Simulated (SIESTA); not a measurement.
A run of SIESTA 5.4.2:

The input GaN.fdf:

```
SystemName                      GaN
SystemLabel                     GaN
NumberOfSpecies                 2
NumberOfAtoms                   8
%block ChemicalSpeciesLabel
  1  31 Ga
  2   7 N
%endblock ChemicalSpeciesLabel

LatticeConstant                 1.0 Ang
%block LatticeVectors
     3.2115377864     0.0000000000     0.0000000000
    -1.6057688932     2.7812733083     0.0000000000
     0.0000000000     0.0000000000    10.3568400000
%endblock LatticeVectors
AtomicCoordinatesFormat         Fractional
%block AtomicCoordinatesAndAtomicSpecies
     0.0000000000     0.0000000000     0.7858680000  1  Ga
     0.6666666667     0.3333333333     0.0373490000  1  Ga
     0.3333333333     0.6666666667     0.5373490000  1  Ga
     0.0000000000     0.0000000000     0.2858680000  1  Ga
     0.0000000000     0.0000000000     0.0930380000  2  N
     0.6666666667     0.3333333333     0.3437450000  2  N
     0.0000000000     0.0000000000     0.5930380000  2  N
     0.3333333333     0.6666666667     0.8437450000  2  N
%endblock AtomicCoordinatesAndAtomicSpecies

%block kgrid.MonkhorstPack
   10   0   0  0.0
    0  10   0  0.0
    0   0   3  0.0
%endblock kgrid.MonkhorstPack
XC.Functional                   LDA
XC.Authors                      PW92
PAO.BasisSize                   DZP
PAO.EnergyShift                 0.003 Ry
Mesh.Cutoff                     800 Ry
OccupationFunction              FD
ElectronicTemperature           0.05 eV
MaxSCFIterations                120
SCF.MustConverge                false
SCF.Mixer.Method                Pulay
SCF.Mixer.Weight                0.25
SCF.Mixer.History               8
SCF.DM.Tolerance                5.0e-05
SCF.H.Tolerance                 1.0e-03 eV
WriteForces                     true
Charge.Mulliken                 end
BandLinesScale                  ReciprocalLatticeVectors
%block BandLines
    1    0.000000   0.000000   0.000000  \Gamma
   13    0.500000   0.000000   0.000000  M
    7    0.333333   0.333333   0.000000  K
   15    0.000000   0.000000   0.000000  \Gamma
    3    0.000000   0.000000   0.500000  A
   13    0.500000   0.000000   0.500000  L
    7    0.333333   0.333333   0.500000  H
   15    0.000000   0.000000   0.500000  A
    1    0.500000   0.000000   0.500000  L
    3    0.500000   0.000000   0.000000  M
    1    0.333333   0.333333   0.000000  K
    3    0.333333   0.333333   0.500000  H
%endblock BandLines
%block PAO.Basis
  Ga 4
  n=4 0 2
    6.549 0.000
  n=4 1 2
    9.260 0.000
  n=3 2 2
    3.582 0.000
  n=4 2 1
    9.260
%endblock PAO.Basis
```

Potentials or basis: PseudoDojo 0.4 standard (LDA files), DZP (energy shift 0.003 Ry; two zetas on semicore shells).

The run is started by

```sh
$ siesta GaN.fdf > GaN.out 2>&1
```

Hardware: 1 thread of Intel(R) Xeon(R) 6975P-C (Granite Rapids), with other jobs on the host.

Q: How long does it take, and how much memory?

A: Run time: 4.4 min on 1 thread of Intel(R) Xeon(R) 6975P-C (Granite Rapids), with other jobs on the host, peak memory 0.82 GiB. Counts: scf iterations 11, k points 167, bands 144.
